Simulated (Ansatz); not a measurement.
BaTiO3:

```
CELL_PARAMETERS angstrom
0.00000 -2.83705 -2.84580
-3.98410 2.83705 -2.84580
3.98410 2.83705 -2.84580
ATOMIC_POSITIONS crystal
Ba 0.01483 0.52342 0.49595
Ba 0.98517 0.97658 0.00405
Ti 0.46949 0.00348 0.49813
Ti 0.51471 0.48862 0.99397
O 0.48613 0.25419 0.28052
O 0.52967 0.75371 0.72738
O 0.43502 0.81668 0.27996
O 0.55996 0.18961 0.72633
O 0.02114 0.00157 0.50510
O 0.99144 0.49592 0.99239
```

Base run:

- Program: Ansatz 0.2.0
- Functional: r2SCAN
- Potentials or basis: Ansatz PAW
- Cutoff: 500 eV (not typed: the program's choice for these potentials)
- k mesh: 7 × 5 × 5
- Occupations: fermi-dirac, width 0.05 eV
- Spin: no spin polarisation

Its results: band gap on the k mesh 0.78 eV, indirect (least direct gap 0.93 eV); pressure 14.7 GPa; largest force 11.841 eV/Å.

**Question.** The run is repeated on the same cell with these changes: functional from r2SCAN to PBE; cutoff from 500 eV (not typed: the program's choice for these potentials) to 420 eV (not typed: the program's choice for these potentials); k mesh from 7 × 5 × 5 to 9 × 7 × 7. What comes out?

**Answer.** Band gap on the k mesh 0.58 eV, indirect (least direct gap 0.73 eV); pressure 17.5 GPa; largest force 11.635 eV/Å.

Several settings changed at once, so the effect can't be laid on one alone.

Caveats: spin-orbit coupling is left out, which moves the levels of the heavy elements; forces of over 1 eV/Å show positions far from the minimum, so gaps and moduli don't describe the material at rest; the PAW data sets come from PBE, with cores solved anew for the run's functional, which leaves a small shift of forces and pressure (some runs); odd divisions of the mesh miss points on the zone boundary, where band edges often lie, so the gap on the mesh can be too wide (some runs); so large a pressure means that the cell lies far from this level's equilibrium, or that cutoff or potentials fall short (some runs).

A k mesh can miss the band edges.
